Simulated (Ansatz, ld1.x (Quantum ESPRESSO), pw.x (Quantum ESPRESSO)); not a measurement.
## From atom to crystal: ultrasoft potential for strontium

* Element: strontium (Sr)
* Generator: ld1.x (Quantum ESPRESSO) 7.5
* Type: ultrasoft
* Functional: PBE
* Relativity: scalar-relativistic
* Frozen core: [Ar] 3d10
* Valence charge: 10
* Reference configuration: 4s2 4p6 4d0 5s2 5p0
* Partial waves: 4s (bound): rcut 1.75, rcutus 2.15 bohr; 5s (bound): rcut 1.75, rcutus 2.15 bohr; 4p (bound): rcut 2.10, rcutus 2.60 bohr; 5p (bound, empty): rcut 2.10, rcutus 2.60 bohr; 4d (bound, empty): rcut 3.60, rcutus 4.30 bohr; 4d channel at 5.1 Ry: rcut 3.60, rcutus 4.30 bohr
* Local potential: all-electron potential smoothed inside 3.22 bohr (lloc = -1)
* Core correction: a·sin(br)/r model core inside 1.25 bohr
* Augmentation charge: PSQ, inside the norm-conserving radii

Atomic tests: cutoffs needed: 15 Ry and 21 Ry (the cutoffs (Ry, on a coarse ladder) from which the occupation-weighted sum of valence levels, in a spherical-Bessel basis at the reference potential, stays within 10 and 1 mRy of its value at 400 Ry); ghost test: no extra level below or beside the all-electron valence levels (s, p, d, f tested) (spherical-Bessel basis up to 400 Ry, 20 bohr box); configuration tests: test run stopped at test 4 of 7 (negative rho).

Crystal test: bcc Sr in pw.x 7.5, no spin, 10³ k-points, Fermi–Dirac smearing 0.01 Ry, cutoffs 40/320 Ry. The lattice is a test structure that the element need not adopt, and mesh and smearing are coarse.

pw.x input:

```
&control
  calculation='scf', prefix='x', pseudo_dir='./', outdir='./tmp', tstress=.true., disk_io='none'
/
&system
  ibrav=0, nat=1, ntyp=1, ecutwfc=40, ecutrho=320, nbnd=12,
  occupations='smearing', smearing='fd', degauss=0.01
/
&electrons
  conv_thr=1e-09, mixing_beta=0.4, electron_maxstep=70
/
ATOMIC_SPECIES
Sr 1.0 Sr.UPF
CELL_PARAMETERS angstrom
  -2.38968373 2.38968373 2.38968373
  2.38968373 -2.38968373 2.38968373
  2.38968373 2.38968373 -2.38968373
ATOMIC_POSITIONS crystal
Sr 0.0000 0.0000 0.0000
K_POINTS automatic
10 10 10 0 0 0
```

```bash
pw.x < Sr.scf.in > Sr.scf.out
```

**Question.** How does the run end?

**Answer.** It converges; the pressure is 2.66 GPa against 0.01 GPa from all-electron LAPW. The largest radius (4.30 bohr) exceeds half the bond length (3.91 bohr), so the spheres overlap, which is one possible source of error among others. This is a poor potential for the solid. Atomic configuration tests: test run stopped at test 4 of 7 (negative rho). The log shows:

```
     charge density cutoff     =     320.0000  Ry
     scf convergence threshold =      1.0E-09
     Exchange-correlation= PBE
     number of k points=    47  Fermi-Dirac smearing, width (Ry)=  0.0100
     iteration #  1     ecut=    40.00 Ry     beta= 0.40
     total energy              =     -62.92564652 Ry
     estimated scf accuracy    <       0.00235808 Ry
     iteration #  2     ecut=    40.00 Ry     beta= 0.40
     total energy              =     -62.92584527 Ry
     estimated scf accuracy    <       0.00064652 Ry
     iteration #  3     ecut=    40.00 Ry     beta= 0.40
     total energy              =     -62.92596087 Ry
     estimated scf accuracy    <       0.00003906 Ry
     iteration #  4     ecut=    40.00 Ry     beta= 0.40
     total energy              =     -62.92597149 Ry
     estimated scf accuracy    <       0.00000210 Ry
     iteration #  5     ecut=    40.00 Ry     beta= 0.40
     total energy              =     -62.92597344 Ry
     estimated scf accuracy    <       0.00000035 Ry
     iteration #  6     ecut=    40.00 Ry     beta= 0.40
     total energy              =     -62.92597308 Ry
     estimated scf accuracy    <       0.00000109 Ry
     iteration #  7     ecut=    40.00 Ry     beta= 0.40
     total energy              =     -62.92597319 Ry
     estimated scf accuracy    <       0.00000012 Ry
     iteration #  8     ecut=    40.00 Ry     beta= 0.40
     the Fermi energy is     5.3804 ev
!    total energy              =     -62.92597321 Ry
     estimated scf accuracy    <          3.6E-10 Ry
     smearing contrib. (-TS)   =      -0.00655345 Ry
     The total energy is F=E-TS. E is the sum of the following terms:
     one-electron contribution =     -26.57533151 Ry
     hartree contribution      =      14.18756255 Ry
     xc contribution           =     -10.23762816 Ry
     ewald contribution        =     -40.29402265 Ry
     convergence has been achieved in   8 iterations
          total   stress  (Ry/bohr**3)                   (kbar)     P=       26.55
     Message from routine punch:
     Nothing written, as per user request (disk_io='none')
```
